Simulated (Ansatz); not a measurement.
AgCl (started from an entry of an open crystallographic database), relaxed with r2SCAN in the PAW code Ansatz. Space group Fm-3m (No. 225), cubic; conventional cell a = 5.546 Å, 21.33 Å³ an atom. Ag is surrounded by 6 Cl at 2.77 Å; Cl is surrounded by 6 Ag at 2.77 Å.

The axes x, y and z are those of this cell:
```
CELL_PARAMETERS angstrom
0.00000 2.77317 2.77317
2.77317 0.00000 2.77317
2.77317 2.77317 0.00000
ATOMIC_POSITIONS crystal
Ag 0.00000 0.00000 0.00000
Cl 0.50000 0.50000 0.50000
```

Unstrained: PBE gives an indirect gap of 0.912 eV, from L to Γ; the least direct gap is 3.005 eV at Γ–K (0.10 of the way from Γ). With r2SCAN the valence top lies at L and the conduction bottom at Γ, 1.475 eV higher; the smallest vertical gap, at Γ–K (0.10 of the way from Γ), is 3.590 eV. With HSE06 the valence top lies at L and the conduction bottom at Γ, 2.411 eV higher; the smallest vertical gap, at Γ–K (0.10 of the way from Γ), is 4.544 eV. Meshes: PBE 8×8×8, r2SCAN 8×8×8, HSE06 6×6×6. Strains are changes of length per length. After each strain the atoms were relaxed again with r2SCAN in this cell and within any symmetry left, so distortions that break it or need a larger cell weren't tested; points keep the names that they have in the unstrained zone. (Simulation; spin polarisation is off.)

(1) Estimate what biaxial -0.38 % in x and y, z held does to the gap.

(2) Apply uniaxial +3.79 % along x, other directions held. How far does the gap move, against the unstrained cell?

(3) Estimate what epitaxial +2.91 % in the xy plane, free normal strain -3.10 % does to the gap.

(4) Apply isotropic +1.17 % on every length. How far does the gap move, against the unstrained cell?

(5) Order the strained cells by their HSE06 gap, smallest first.
A. biaxial -0.38 % in x and y, z held
B. epitaxial +2.91 % in the xy plane
C. uniaxial +3.79 % along x, other directions held
D. isotropic +1.17 % on every length

Results:

(1) PBE: the gap goes from 0.912 to 0.898 eV (-0.014 eV). r2SCAN: the gap goes from 1.475 to 1.463 eV (-0.012 eV). HSE06: the gap goes from 2.411 to 2.394 eV (-0.017 eV). The r2SCAN energy rises by 0.2 meV an atom.

(2) PBE: the gap goes from 0.912 to 0.819 eV (-0.093 eV). r2SCAN: the gap goes from 1.475 to 1.368 eV (-0.107 eV). HSE06: the gap goes from 2.411 to 2.308 eV (-0.103 eV). The r2SCAN energy rises by 5.8 meV an atom.

(3) PBE: the gap goes from 0.912 to 0.775 eV (-0.137 eV). r2SCAN: the gap goes from 1.475 to 1.322 eV (-0.153 eV). HSE06: the gap goes from 2.411 to 2.252 eV (-0.159 eV). The r2SCAN energy rises by 6.0 meV an atom.

(4) PBE: the gap goes from 0.912 to 0.923 eV (+0.011 eV). r2SCAN: the gap goes from 1.475 to 1.479 eV (+0.004 eV). HSE06: the gap goes from 2.411 to 2.427 eV (+0.016 eV). The r2SCAN energy rises by 4.1 meV an atom.

(5) B (2.25 eV), C (2.31 eV), A (2.39 eV), D (2.43 eV).

The runs are scalar-relativistic, without spin-orbit coupling.

The meshes of the hybrids are coarse, so their gaps aren't converged to the digits shown.
